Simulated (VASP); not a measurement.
# TePt (R-3m) in VASP: single point with HSE06

Aim: the single point of TePt with HSE06.

All numbers are computed with VASP 6.6.1; they aren't measurements. Logs are shortened: lines on timing, memory, paths and dates and some standing lists are left out, and cuts for length are marked.

## 1. Starting point

It takes space group R-3m (No. 166, trigonal). The conventional cell has a = 3.963 Å, b = 3.963 Å, c = 19.983 Å, α = 90.00°, β = 90.00°, γ = 120.00°. Pt (site symmetry 3m) is surrounded by 3 Te at 2.59 Å and 3 Pt at 2.72 Å. Te (site symmetry 3m) is surrounded by 3 Pt at 2.59 Å.

## 2. Single point, HSE06, collinear spin, antiferromagnetic start

POSCAR reads:

```
TePt
1.0
    1.9815662800      1.1440578300      6.6610310500
   -1.9815662800      1.1440578300      6.6610310500
    0.0000000000     -2.2881156500      6.6610310500
Pt Te
2 2
Direct
    0.8703333333      0.8703333333      0.8703333333
    0.1296666667      0.1296666667      0.1296666667
    0.5980000000      0.5980000000      0.5980000000
    0.4020000000      0.4020000000      0.4020000000
```

INCAR.step1 reads:

```
  PREC = Accurate
  ENCUT = 450
  EDIFF = 1E-5
  ISMEAR = 0
  SIGMA = 0.05
  LREAL = False
  LASPH = True
  NELM = 80
  ALGO = Normal
  ISIF = 2
  LWAVE = True
  ISPIN = 2
  MAGMOM = 0.5 -0.5 0 0
  LORBIT = 11
  LMAXMIX = 4
  GGA = PE
```

INCAR.step2 reads:

```
  PREC = Accurate
  ENCUT = 450
  EDIFF = 1E-6
  ISMEAR = 0
  SIGMA = 0.05
  LREAL = False
  LASPH = True
  NELM = 80
  ALGO = Normal
  ISIF = 2
  LWAVE = False
  LCHARG = True
  ISPIN = 2
  MAGMOM = 0.5 -0.5 0 0
  LORBIT = 11
  LMAXMIX = 4
  GGA = PE
  LHFCALC = True
  HFSCREEN = 0.2
  PRECFOCK = Fast
  LELF = True
  LVHAR = True
  ISTART = 1
```

KPOINTS reads:

```
Automatic mesh
0
Gamma
  4 4 4
```

Potentials or basis: VASP PAW PBE potentials, release 64 (Pt, Te).

Run with:

```sh
$ cat potpaw_PBE.64/Pt/POTCAR potpaw_PBE.64/Te/POTCAR > POTCAR
$ cp INCAR.step1 INCAR
$ mpirun -np 1 vasp_std > vasp.out
$ cp INCAR.step2 INCAR
$ mpirun -np 1 vasp_std > vasp.out
```

OUTCAR:

```text
PREC = Accurate
   ENCUT = 450
   EDIFF = 1E-6
   ISMEAR = 0
   LREAL = False
   LASPH = True
   NELM = 80
   ISIF = 2
   ISPIN = 2
   LORBIT = 11
   GGA = PE
   LHFCALC = True
   HFSCREEN = 0.2
   PRECFOCK = Fast
   ISTART = 1

 ion  position               nearest neighbor table
   1  0.870  0.870  0.870-   3 2.59   3 2.59   3 2.59   2 2.72   2 2.72   2 2.72   4 3.54   4 3.54
                             4 3.54
   2  0.130  0.130  0.130-   4 2.59   4 2.59   4 2.59   1 2.72   1 2.72   1 2.72   3 3.54   3 3.54
                             3 3.54
   3  0.598  0.598  0.598-   1 2.59   1 2.59   1 2.59   2 3.54   2 3.54   2 3.54   4 3.57   4 3.57
                             4 3.57
   4  0.402  0.402  0.402-   2 2.59   2 2.59   2 2.59   1 3.54   1 3.54   1 3.54   3 3.57   3 3.57
                             3 3.57

  LATTYP: Found a trigonal (rhomboedric) cell.
 ALAT       =     7.0430680736
 COS(alpha) =     0.8416845021

  Lattice vectors:

 A1 = (   1.9815662800,   1.1440578300,   6.6610310500)
 A2 = (  -1.9815662800,   1.1440578300,   6.6610310500)
 A3 = (   0.0000000000,  -2.2881156500,   6.6610310500)

Analysis of symmetry for initial positions (statically):
=====================================================================
 Subroutine PRICEL returns:
 Original cell was already a primitive cell.

 Routine SETGRP: Setting up the symmetry group for a
 trigonal (rhombohedral) supercell.

 Subroutine GETGRP returns: Found 12 space group operations
 (whereof 12 operations were pure point group operations)
 out of a pool of 12 trial point group operations.

The static configuration has the point symmetry D_3d.

Analysis of symmetry for dynamics (positions and initial velocities):
=====================================================================
 Subroutine PRICEL returns:
 Original cell was already a primitive cell.

 Routine SETGRP: Setting up the symmetry group for a
 trigonal (rhombohedral) supercell.

 Subroutine GETGRP returns: Found 12 space group operations
 (whereof 12 operations were pure point group operations)
 out of a pool of 12 trial point group operations.

The dynamic configuration has the point symmetry D_3d.

Analysis of structural, dynamic, and magnetic symmetry:
=====================================================================
 Subroutine PRICEL returns:
 Original cell was already a primitive cell.

 Routine SETGRP: Setting up the symmetry group for a
 trigonal (rhombohedral) supercell.

 Subroutine GETGRP returns: Found 12 space group operations
 (whereof 12 operations were pure point group operations)
 out of a pool of 12 trial point group operations.

The overall configuration has the point symmetry D_3d.

 Subroutine INISYM returns: Found 12 space group operations
 (whereof 12 operations are pure point group operations),
 and found     1 'primitive' translations

----------------------------------------------------------------------------------------

                                     Primitive cell

  volume of cell :      90.6044

  direct lattice vectors                    reciprocal lattice vectors
     1.981566280  1.144057830  6.661031050     0.252325650  0.145680282  0.050042303
    -1.981566280  1.144057830  6.661031050    -0.252325650  0.145680282  0.050042303
     0.000000000 -2.288115650  6.661031050     0.000000000 -0.291360564  0.050042303

  length of vectors
     7.043068074  7.043068074  7.043068073     0.295626809  0.295626809  0.295626809

  position of ions in fractional coordinates (direct lattice)
     0.870333333  0.870333333  0.870333333
     0.129666667  0.129666667  0.129666667
     0.598000000  0.598000000  0.598000000
     0.402000000  0.402000000  0.402000000

  ion indices of the primitive-cell ions
   primitive index   ion index
                 1           1
                 2           2
                 3           3
                 4           4

[... 41 lines left out ...]
   k-points           NKPTS =     13   k-points in BZ     NKDIM =     64   number of bands    NBANDS=     20
   number of dos      NEDOS =    301   number of ions     NIONS =      4
   total plane-waves  NPLWV = 125000
   dimension x,y,z NGX =    50 NGY =   50 NGZ =   50
   dimension x,y,z NGXF=   100 NGYF=  100 NGZF=  100
   ions per type =               2   2
   NGX,Y,Z   is equivalent  to a cutoff of  11.80, 11.80, 11.80 a.u.
   NGXF,Y,Z  is equivalent  to a cutoff of  23.60, 23.60, 23.60 a.u.
 SYSTEM =  unknown system
   PREC   = accura    normal or accurate (medium, high low for compatibility)
   ISTART =      1    job   : 0-new  1-cont  2-samecut
   ICHARG =      0    charge: 1-file 2-atom 10-const
   ISPIN  =      2    spin polarized calculation?
   LNONCOLLINEAR =      F non collinear calculations
   LSORBIT =      F    spin-orbit coupling
   LASPH  =      T    aspherical Exc in radial PAW
   ENCUT  =  450.0 eV  33.07 Ry    5.75 a.u.  12.18 12.18 12.18*2*pi/ulx,y,z
   NELM   =     80;   NELMIN=  2; NELMDL=  0     # of ELM steps
   EDIFF  = 0.1E-05   stopping-criterion for ELM
   LREAL  =      F    real-space projection
   EDIFFG = 0.1E-04   stopping-criterion for IOM
   NSW    =      0    number of steps for IOM
   IBRION =     -1    ionic relax: 0-MD 1-quasi-New 2-CG
   NFREE  =      0    steps in history (QN), initial steepest desc. (CG)
   ISIF   =      2    stress and relaxation
   ISYM   =      3    0-nonsym 1-usesym 2-fastsym
   POTIM  = 0.5000    time-step for ionic-motion
   TEBEG  =    0.0;   TEEND  =   0.0 temperature during run
   PSTRESS=    0.0 pullay stress
   NELECT =      32.0000    total number of electrons
   NUPDOWN=      -1.0000    fix difference up-down
   EMIN   =  10.00;   EMAX   =-10.00  energy-range for DOS
   EFERMI =   0.00;   METHOD = LEGACY
   ISMEAR =     0;   SIGMA  =   0.05  broadening in eV -4-tet -1-fermi 0-gaus
   EFERMI_NEDOS =   21; number of points for ismear=-14 and -15
   IALGO  =     38    algorithm
   IMIX   =      1    mixing-type and parameters
     AMIX     =   0.40;   BMIX     =  1.00
     AMIX_MAG =   1.60;   BMIX_MAG =  1.00
  volume/ion in A,a.u.               =      22.65       152.86
  Fermi-wavevector in a.u.,A,eV,Ry     =   1.157200  2.186791 18.219720  1.339112
  Thomas-Fermi vector in A             =   2.293813
   LORBIT       =     11    0 simple, 1 ext, 2 COOP (PROOUT), +10 PAW based schemes
   GGA     = PE    functional components
   LHFCALC =     T    Hartree Fock is set to
   PRECFOCK=fast      Normal, Fast or Accurate (Low or Medium for compatibility)
   ENCUT4O =  -1.0   cutoff for four orbital integrals eV
   NKREDX  =     1    reduce k-point grid by
   NKREDY  =     1    reduce k-point grid by
   NKREDZ  =     1    reduce k-point grid by
   AEXX    =    0.2500 exact exchange contribution
   HFSCREEN=    0.2000 screening length (either q_TF or 0.3 A-1)
   HFSCREENC=   0.2000 screening length for correlation (either q_TF or 0.3 A-1)
   ENCUTFOCK=  -1.0 apply spherical cutoff to Coloumb kernel
   IVDW    =     0    specifies the selected vdW correction
   LEPSILON=     F    determine dielectric tensor
   LRPA    =     F    only Hartree local field effects (RPA)
 spin polarized calculation
 Gauss-broadening in eV      SIGMA  =   0.05
  energy-cutoff  :      450.00
  volume of cell :       90.60
 maximum number of plane-waves:      1984
 NGX is ok and might be reduce to    50
  NGX = 28; NGY = 28; NGZ = 28

 number of electron      32.0000001 magnetization       0.0000000

 number of electron      32.0000001 magnetization      -0.0000000

 Free energy of the ion-electron system (eV)
  ---------------------------------------------------
  ext. energy  EPLUGINS =         0.00000000
  ---------------------------------------------------
  free energy    TOTEN  =       -23.64445093 eV

  energy without entropy =      -23.64444259  energy(sigma->0) =      -23.64444676

 E-fermi :   8.1187     XC(G=0):  -8.9818

 val. band max:        7.9916438762   @ k =   0.5000   0.5000   0.2500
 cond. band min:       8.2456816117   @ k =   0.2500   0.2500  -0.0000
 fundamental gap:      0.2540377355
 Fermi energy:         8.1186594771

 spin component 1

 k-point     1 :       0.0000    0.0000    0.0000
  band No.  band energies     occupation
      1      -6.5739      1.00000
      2      -4.8422      1.00000
      3       0.5078      1.00000
      4       1.8232      1.00000
      5       1.8232      1.00000
      6       2.3649      1.00000
[... 275 lines left out ...]
      6       2.3101      1.00000
[... 12 lines left out ...]
     19      12.3130      0.00000
     20      13.2921      0.00000
 Fermi energy:         8.1186594771

 spin component 2

 k-point     1 :       0.0000    0.0000    0.0000
  band No.  band energies     occupation
      1      -6.5739      1.00000
      2      -4.8422      1.00000
      3       0.5078      1.00000
      4       1.8232      1.00000
      5       1.8232      1.00000
      6       2.3649      1.00000
[... 288 lines left out ...]
     19      12.3130      0.00000
     20      13.2921      0.00000

------------------------ aborting loop because EDIFF is reached ----------------------------------------

  FORCE on cell =-STRESS in cart. coord.  units (eV):
  Direction    XX          YY          ZZ          XY          YZ          ZX
  --------------------------------------------------------------------------------------
  -------------------------------------------------------------------------------------
  Total        0.1136696      0.1136696      0.0849265      0.0000000      0.0000000      0.0000000
  in kB        2.0100443      2.0100443      1.5017732      0.0000000      0.0000000      0.0000000
  external PRESSURE =       1.8406206 kB  Pullay stress =       0.0000000 kB

 VOLUME and BASIS-vectors are now :
 -----------------------------------------------------------------------------
  energy-cutoff  :      450.00
  volume of cell :       90.60
      direct lattice vectors                 reciprocal lattice vectors
     1.981566280  1.144057830  6.661031050     0.252325650  0.145680282  0.050042303
    -1.981566280  1.144057830  6.661031050    -0.252325650  0.145680282  0.050042303
     0.000000000 -2.288115650  6.661031050     0.000000000 -0.291360564  0.050042303

 POSITION                                       TOTAL-FORCE (eV/Angst)
 -----------------------------------------------------------------------------------
      0.00000      0.00000     17.39195         0.000000     -0.000000     -0.282257
      0.00000      0.00000      2.59114         0.000000      0.000000      0.282257
      0.00000      0.00000     11.94989         0.000000      0.000000      0.131940
      0.00000      0.00000      8.03320         0.000000     -0.000000     -0.131940
 -----------------------------------------------------------------------------------
    total drift:                               -0.000000      0.000000      0.000000

  FREE ENERGIE OF THE ION-ELECTRON SYSTEM (eV)
  ---------------------------------------------------
  free  energy   TOTEN  =       -23.6444509278 eV

  energy  without entropy=      -23.6444425910  energy(sigma->0) =      -23.64444676

 total charge

# of ion       s       p       d       tot
------------------------------------------
    1        0.719   0.586   8.204   9.508
    2        0.719   0.586   8.204   9.508
    3        1.353   1.974   0.089   3.416
    4        1.353   1.974   0.089   3.416
--------------------------------------------------
tot          4.143   5.120  16.585  25.848

 magnetization (x)

# of ion       s       p       d       tot
------------------------------------------
    1       -0.000   0.000   0.000   0.000
    2        0.000  -0.000  -0.000  -0.000
    3        0.000   0.000  -0.000   0.000
    4       -0.000  -0.000   0.000  -0.000
--------------------------------------------------
tot          0.000   0.000   0.000   0.000
```

Run time: 79 min. Hardware: 1 thread of Intel Xeon Platinum 8488C (Sapphire Rapids), shared host; peak memory 0.55 GiB.

What came out:

- Free energy: -23.6445 eV
- Pressure: 0.2 GPa
- Largest force: 0.282 eV/Å
- Band gap on the k mesh: none (metal or under the smearing width)
- Net moment: 0.00 μB per cell
- Valence electrons inside the program's atomic spheres: Pt 9.51; Te 3.42

Forces on the atoms (eV/Å):
```
Pt   0.000  0.000 -0.282
Pt   0.000  0.000  0.282
Te   0.000  0.000  0.132
Te   0.000  0.000 -0.132
```

Caveat: the k mesh is coarse (spacing up to 0.46 Å⁻¹), so the values aren't converged, least of all with exact exchange; the PAW data sets were made with another functional, which shifts forces and pressure a little.
